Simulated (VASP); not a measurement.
Write the native input for VASP 6.6.1 that does the following.

```
Task                   : single point
Functional             : PBE
Potentials or basis    : VASP PAW PBE potentials, release 64 (Sr_sv, O)
Cutoff                 : 520 eV
k mesh                 : 8 × 8 × 8
Occupations            : fermi-dirac, width 0.02 eV
Spin                   : no spin polarisation
Dipole correction      : no
Further INCAR settings : ALGO = Fast; EDIFF = 1e-06; NBANDS = 15
```

The structure of SrO lies in POSCAR:

```
SrO
1.0
    0.1739462916      2.8263335547      2.8263335547
    2.8263335547      0.1739462916      2.8263335547
    2.8263335547      2.8263335547      0.1739462916
Sr O
1 1
Direct
    0.0053923474      0.0053923474      0.0053923474
    0.2446076526      0.2446076526      0.2446076526
```

The cell was built by a generator and needn't be a form met in nature.

The cell isn't the ideal one: epitaxial_111 strain -5.0%.

These files were run (other wordings do the same):

INCAR

```
PREC     = Accurate       # precision mode
ENCUT    = 520            # plane-wave cutoff, eV
EDIFF    = 1E-6           # SCF threshold, eV
ISMEAR   = -1             # smearing method
SIGMA    = 0.02           # smearing width, eV
LREAL    = False          # projectors in reciprocal space
LASPH    = True           # aspherical terms in the spheres
NELM     = 60             # most SCF steps
ALGO     = Fast           # electronic algorithm
ISIF     = 2              # what is computed and relaxed
LWAVE    = False          # write WAVECAR
LCHARG   = False          # write CHGCAR
GGA      = PE             # functional
NBANDS   = 15             # bands
```

KPOINTS

```
regular mesh
0
Gamma
  8 8 8
```

Potentials or basis: VASP PAW PBE potentials, release 64 (Sr_sv, O).

Command:

```bash
$ cat potpaw_PBE.64/Sr_sv/POTCAR potpaw_PBE.64/O/POTCAR > POTCAR
$ mpirun -np 1 vasp_std > vasp.out
```

Results of the run:

```
Pressure               : 5.4 GPa
Largest force          : 0.009 eV/Å
Band gap on the k mesh : 2.66 eV, indirect (least direct gap 3.51 eV)
```

It took 45 s on 1 thread of AMD EPYC 9R45 (Zen 5) (shared host), peak memory 0.15 GiB.
